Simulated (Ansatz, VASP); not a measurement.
**W in VASP and in Ansatz**

The input INCAR:

```
SYSTEM = W
  ALGO = Fast
  EDIFF = 1E-6
  ENCUT = 520
  GGA = PE
  ISIF = 2
  ISMEAR = 0
  LASPH = .True.
  LCHARG = .True.
  LELF = .True.
  LREAL = .False.
  LVHAR = .True.
  LWAVE = .False.
  NBANDS = 13
  NELM = 100
  PREC = Accurate
  SIGMA = 0.15
```

KPOINTS

```
k-points
0
Gamma
  20 20 20
  0 0 0
```

File POSCAR:

```
W
1.0
   -1.5811841927      1.5440940974      1.5440940974
    1.5440940974     -1.5811841927      1.5440940974
    1.5440940974      1.5440940974     -1.5811841927
W
1
Direct
    0.0000000000      0.0000000000      0.0000000000
```

Input for Ansatz:

```yaml
crystal:
  lattice:
    - [-1.5811841927, 1.5440940974, 1.5440940974]
    - [1.5440940974, -1.5811841927, 1.5440940974]
    - [1.5440940974, 1.5440940974, -1.5811841927]
  atoms:
    - { symbol: W, position: [0.0, 0.0, 0.0] }
basis:
  ecutwfc: 420
kpoints:
  mp_grid: { grid: [20, 20, 20] }
hamiltonian:
  xc: pbe
  pseudopotentials: { kind: paw, azcp: { folder: soft_1 } }
scf:
  occupations: { method: gaussian, width: 0.15 }
output:
  forces: true
  stress: true
  eigenvalues: true
```

Change from the starting cell: equal engineering shear yz, xz and xy -0.0233, equal normal strain along x, y and z -0.0300.

Alike in both runs: task single point; functional PBE; k mesh 20 × 20 × 20; occupations gaussian, width 0.15 eV; no spin polarisation.

|  | VASP | Ansatz |
| --- | --- | --- |
| version | VASP 6.6.1 | Ansatz 0.2.0 |
| potentials or method | VASP PAW PBE potentials, release 64 (W_sv) | scalar-relativistic, plane waves, PAW |
| plane-wave cutoff (eV) | 520 | 420 |
| valence electrons in the cell | 14 | 14 |

```csv
,VASP,Ansatz,Ansatz less VASP
gap on the k mesh at the Fermi level (eV),none,none,-
pressure (GPa),35.1,34.1,-0.94
largest component of the traceless stress (GPa),5.15,5.03,-0.115
```

A gap of «none» marks a metal or a gap that the smearing closes.

Caveats: so large a pressure means that the cell lies far from this level's equilibrium, or that cutoff or potentials fall short (VASP). Spin-orbit coupling is left out, which matters for the levels of W.
